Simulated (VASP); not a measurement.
# I (C2/m) in VASP: notebook

One crystal, I, is run at these levels: LDA, B3LYP+ULG, PBE; tasks: relaxation of the atoms, single point.

All numbers are computed with VASP 6.6.1; they aren't measurements. Logs are shortened: lines on timing, memory, paths and dates and some standing lists are left out, and cuts for length are marked.

### 1 Starting point

It takes space group C2/m (No. 12, monoclinic). The conventional cell has a = 5.077 Å, b = 7.413 Å, c = 2.880 Å, α = 90.00°, β = 124.24°, γ = 90.00°. I (site symmetry 2/m) has 2 I at 2.88 Å as nearest neighbours.

### 2 Relaxation of the atoms, LDA (cell strained at random at fixed volume)

INCAR

```
SYSTEM = I
  PREC = Accurate
  ENCUT = 520
  EDIFF = 1E-6
  ISMEAR = 0
  SIGMA = 0.05
  LREAL = .False.
  LASPH = .True.
  NELM = 60
  ALGO = Normal
  ISIF = 2
  LWAVE = .False.
  LCHARG = .False.
  IBRION = 2
  NSW = 40
  EDIFFG = -0.02
```

KPOINTS

```
Automatic mesh
0
Gamma
  7 7 11
  0 0 0
```

POSCAR

```
I
1.0
    2.4903630000     -3.6376020000      0.0195550000
    2.5769060000      3.6968680000     -0.0088820000
   -1.6128590000     -0.0280560000      2.4081210000
I
1
Direct
    0.5023060000      0.5009700000      0.5028970000
```

Potentials or basis: VASP PAW LDA potentials, release 64 (I).

The run is started by

```console
cat potpaw_LDA.64/I/POTCAR > POTCAR
mpirun -np 1 vasp_std > vasp.out
```

OUTCAR:

```text
SYSTEM = I
   PREC = Accurate
   ENCUT = 520
   EDIFF = 1E-6
   ISMEAR = 0
   LREAL = .False.
   LASPH = .True.
   NELM = 60
   ISIF = 2
   IBRION = 2
   NSW = 40
   EDIFFG = -0.02

 ion  position               nearest neighbor table
   1  0.502  0.501  0.503-

  LATTYP: Found a triclinic cell.
 ALAT       =     2.8984733988
 B/A-ratio  =     2.4488240040
 C/A-ratio  =     1.5468064560
 COS(alpha) =     0.0087510997
 COS(beta)  =     0.3488809901
 COS(gamma) =     0.8044501654

  Lattice vectors:

 A1 = (  -1.6128590000,  -0.0280560000,   2.4081210000)
 A2 = (  -6.6801280000,  -0.0873220000,   2.3974480000)
 A3 = (   0.8775040000,  -3.6656580000,   2.4276760000)

Analysis of symmetry for initial positions (statically):
=====================================================================
 Subroutine PRICEL returns:
 Original cell was already a primitive cell.

 Routine SETGRP: Setting up the symmetry group for a
 triclinic supercell.

 Subroutine GETGRP returns: Found  2 space group operations
 (whereof  1 operations were pure point group operations)
 out of a pool of  2 trial point group operations.

The static configuration has the point symmetry C_1 .
 The point group associated with its full space group is S_2 .

Analysis of symmetry for dynamics (positions and initial velocities):
=====================================================================
 Subroutine PRICEL returns:
 Original cell was already a primitive cell.

 Routine SETGRP: Setting up the symmetry group for a
 triclinic supercell.

 Subroutine GETGRP returns: Found  2 space group operations
 (whereof  1 operations were pure point group operations)
 out of a pool of  2 trial point group operations.

The dynamic configuration has the point symmetry C_1 .
 The point group associated with its full space group is S_2 .

 Subroutine INISYM returns: Found  2 space group operations
 (whereof  1 operations are pure point group operations),
 and found     1 'primitive' translations

----------------------------------------------------------------------------------------

                                     Primitive cell

  volume of cell :      44.8061

  direct lattice vectors                    reciprocal lattice vectors
     2.490363000 -3.637602000  0.019555000     0.198684169 -0.138177180  0.131460525
     2.576906000  3.696868000 -0.008882000     0.195492210  0.134549521  0.132500107
    -1.612859000 -0.028056000  2.408121000    -0.000892358  0.001618325  0.414682715

  length of vectors
[... 69 lines left out ...]
   NGXF,Y,Z  is equivalent  to a cutoff of  27.15, 26.56, 27.53 a.u.
 SYSTEM =  I
   PREC   = accura    normal or accurate (medium, high low for compatibility)
   ISTART =      0    job   : 0-new  1-cont  2-samecut
   ICHARG =      2    charge: 1-file 2-atom 10-const
   ISPIN  =      1    spin polarized calculation?
   LNONCOLLINEAR =      F non collinear calculations
   LSORBIT =      F    spin-orbit coupling
   LASPH  =      T    aspherical Exc in radial PAW
   ENCUT  =  520.0 eV  38.22 Ry    6.18 a.u.   8.20  8.38  5.39*2*pi/ulx,y,z
   NELM   =     60;   NELMIN=  2; NELMDL= -5     # of ELM steps
   EDIFF  = 0.1E-05   stopping-criterion for ELM
   LREAL  =      F    real-space projection
   EDIFFG = -.2E-01   stopping-criterion for IOM
   NSW    =     40    number of steps for IOM
   IBRION =      2    ionic relax: 0-MD 1-quasi-New 2-CG
   NFREE  =      1    steps in history (QN), initial steepest desc. (CG)
   ISIF   =      2    stress and relaxation
   ISYM   =      2    0-nonsym 1-usesym 2-fastsym
[... 11 lines left out ...]
     AMIX     =   0.40;   BMIX     =  1.00
     AMIX_MAG =   1.60;   BMIX_MAG =  1.00
  volume/ion in A,a.u.               =      44.81       302.37
  Fermi-wavevector in a.u.,A,eV,Ry     =   0.881716  1.666201 10.577476  0.777423
  Thomas-Fermi vector in A             =   2.002249
   LORBIT       =      0    0 simple, 1 ext, 2 COOP (PROOUT), +10 PAW based schemes
   GGA     = CA    functional components
   LHFCALC =     F    Hartree Fock is set to
   AEXX    =    0.0000 exact exchange contribution
   IVDW    =     0    specifies the selected vdW correction
   LEPSILON=     F    determine dielectric tensor
   LRPA    =     F    only Hartree local field effects (RPA)
 conjugate gradient relaxation of ions
 non-spin polarized calculation
 Gauss-broadening in eV      SIGMA  =   0.05
  energy-cutoff  :      520.00
  volume of cell :       44.81
 maximum number of plane-waves:      1225
 NGX is ok and might be reduce to    36
   NGX = 17   NGY = 17   NGZ = 11

 number of electron       7.0000000 magnetization

 Free energy of the ion-electron system (eV)
  ---------------------------------------------------
  ext. energy  EPLUGINS =         0.00000000
  ---------------------------------------------------
  free energy    TOTEN  =        -1.85102127 eV

  energy without entropy =       -1.85001519  energy(sigma->0) =       -1.85051823

 E-fermi :   1.9545     XC(G=0):  -8.1529

 val. band max:        1.9459659041   @ k =   0.2857   0.4286   0.1818
 cond. band min:       1.9584705210   @ k =   0.4286   0.2857   0.1818
 fundamental gap:      0.0125046169
 Fermi energy:         1.9544739903

 k-point     1 :       0.0000    0.0000    0.0000
  band No.  band energies     occupation
      1     -11.6057      2.00000
      2       0.4823      2.00000
      3       0.5391      2.00000
      4       5.7085      0.00000
      5       6.0722      0.00000
      6       9.7969      0.00000
      7      10.0205      0.00000
[... 221 lines left out ...]
 k-point    24 :      -0.2857    0.4286    0.0000
  band No.  band energies     occupation
      1     -11.3677      2.00000
      2      -1.2031      2.00000
      3      -0.1957      2.00000
      4       5.5701      0.00000
      5       7.8524      0.00000
      6       9.9221      0.00000
      7      12.0453      0.00000

 [... further k-points ...]
[... 5 lines left out ...]
  --------------------------------------------------------------------------------------
  -------------------------------------------------------------------------------------
  Total       -0.4826795     -0.2584997     -0.6615594     -0.0196970      0.0113658      0.1619888
  in kB      -17.2596753     -9.2434454    -23.6560710     -0.7043249      0.4064176      5.7924021
  external PRESSURE =     -16.7197305 kB  Pullay stress =       0.0000000 kB

 VOLUME and BASIS-vectors are now :
 -----------------------------------------------------------------------------
  energy-cutoff  :      520.00
  volume of cell :       44.81
      direct lattice vectors                 reciprocal lattice vectors
     2.490363000 -3.637602000  0.019555000     0.198684169 -0.138177180  0.131460525
     2.576906000  3.696868000 -0.008882000     0.195492210  0.134549521  0.132500107
    -1.612859000 -0.028056000  2.408121000    -0.000892358  0.001618325  0.414682715

 POSITION                                       TOTAL-FORCE (eV/Angst)
 -----------------------------------------------------------------------------------
      1.73077      0.01072      1.21641         0.000000      0.000000      0.000000
 -----------------------------------------------------------------------------------
    total drift:                                0.000000     -0.000000      0.000001

  FREE ENERGIE OF THE ION-ELECTRON SYSTEM (eV)
  ---------------------------------------------------
  free  energy   TOTEN  =        -1.8510212674 eV

  energy  without entropy=       -1.8500151936  energy(sigma->0) =       -1.85051823

 reached required accuracy - stopping structural energy minimisation
```

CONTCAR:

```text
I
   1.00000000000000
     2.4903629999999999   -3.6376019999999998    0.0195550000000000
     2.5769060000000001    3.6968679999999998   -0.0088820000000000
    -1.6128590000000000   -0.0280560000000000    2.4081210000000000
  I
     1
Direct
     0.5023059999999973    0.5009700000000024    0.5028969999999973

  0.00000000E+00  0.00000000E+00  0.00000000E+00
```

Wall time 24 s (1 thread of Intel Xeon 6975P-C (Granite Rapids), shared host); peak memory 0.22 GiB.

Results:

| Property | Result |
| --- | --- |
| Free energy | -1.8510 eV |
| Pressure after relaxing | -1.7 GPa |
| Band gap on the k mesh | none (metal or under the smearing width) |

Final structure:
```cif
data_structure
_symmetry_space_group_name_H-M 'P 1'
_symmetry_Int_Tables_number 1
_cell_length_a 4.4085
_cell_length_b 4.5064
_cell_length_c 2.8985
_cell_angle_alpha 109.134
_cell_angle_beta 107.618
_cell_angle_gamma 110.726
_cell_volume 44.81
loop_
_atom_site_label
_atom_site_type_symbol
_atom_site_fract_x
_atom_site_fract_y
_atom_site_fract_z
_atom_site_occupancy
I1 I 0.50231 0.50097 0.50290 1
```

Levels at points of the mesh, in eV from the Fermi level:
| k point | band 1 | band 2 | band 3 | band 4 | band 5 | band 6 | band 7 |
| --- | --- | --- | --- | --- | --- | --- | --- |
| (0.00, 0.00, 0.00) | -13.56 | -1.47 | -1.42 | 3.75 | 4.12 | 7.84 | 8.07 |

Caveat: the relaxation stopped at its first step, so nothing moved; an odd number of electrons without spin polarisation forces a metal; a magnetic or distorted state may lie lower. The run has no spin-orbit coupling, so splittings on I are missing.

[end of part 1 of 2]
